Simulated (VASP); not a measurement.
Write the native input for VASP 6.6.1 that does the following.

```
Task                   : relaxation of cell and atoms
Functional             : PBE
Dispersion             : D3(BJ)
Potentials or basis    : VASP PAW PBE potentials, release 64 (Se)
Cutoff                 : 600 eV
k mesh                 : 9 × 9 × 8
Occupations            : gaussian, width 0.02 eV
Spin                   : no spin polarisation
Further INCAR settings : ALGO = Fast; EDIFF = 1e-07; IBRION = 2; EDIFFG = -0.004; NSW = 80; ISIF = 3
```

The structure of Se lies in POSCAR:

```
Se
1.0
    4.3662000000      0.0000000000      0.0000000000
   -2.1831000000      3.7812401200      0.0000000000
    0.0000000000      0.0000000000      4.9536000000
Se
3
Direct
    0.2254000000      0.0000000000      0.3333333300
    0.0000000000      0.2254000000      0.6666666700
    0.7746000000      0.7746000000      0.0000000000
```

The input as run:

INCAR

```
PREC = Accurate
ENCUT = 600
EDIFF = 1E-7
ISMEAR = 0
SIGMA = 0.02
LREAL = False
LASPH = True
NELM = 80
ALGO = Fast
ISIF = 3
LWAVE = False
LCHARG = False
GGA = PE
IVDW = 12
IBRION = 2
NSW = 80
EDIFFG = -0.004
```

KPOINTS

```
Automatic mesh
0
Gamma
  9 9 8
```

Potentials or basis: VASP PAW PBE potentials, release 64 (Se).

Launch:

```sh
$ cat potpaw_PBE.64/Se/POTCAR > POTCAR
$ mpirun -np 1 vasp_std > vasp.out
```

It gave:

```
Relaxed volume                         : 24.48 Å³/atom
Relaxed cell                           : a = 4.065 Å, b = 4.065 Å, c = 5.133 Å, α = 90.00°, β = 90.00°, γ = 120.00°
Space group after relaxing (to 0.05 Å) : P3_121 (No. 152)
Energy gained by relaxing              : 25.4 meV/atom
Ionic steps                            : 14
Pressure after relaxing                : 0.0 GPa
Band gap on the k mesh                 : 0.51 eV, direct
Dispersion energy per atom             : -0.356 eV
```

Caveat: an odd mesh through Γ misses points on the zone boundary, where band edges often lie; the volume moved by -10 % from the deposited cell, more than functionals usually miss.

Run time: 12 min on 1 thread of Intel(R) Xeon(R) Platinum 8375C CPU @ 2.90GHz (Ice Lake), with other jobs on the host, peak memory 0.29 GiB.
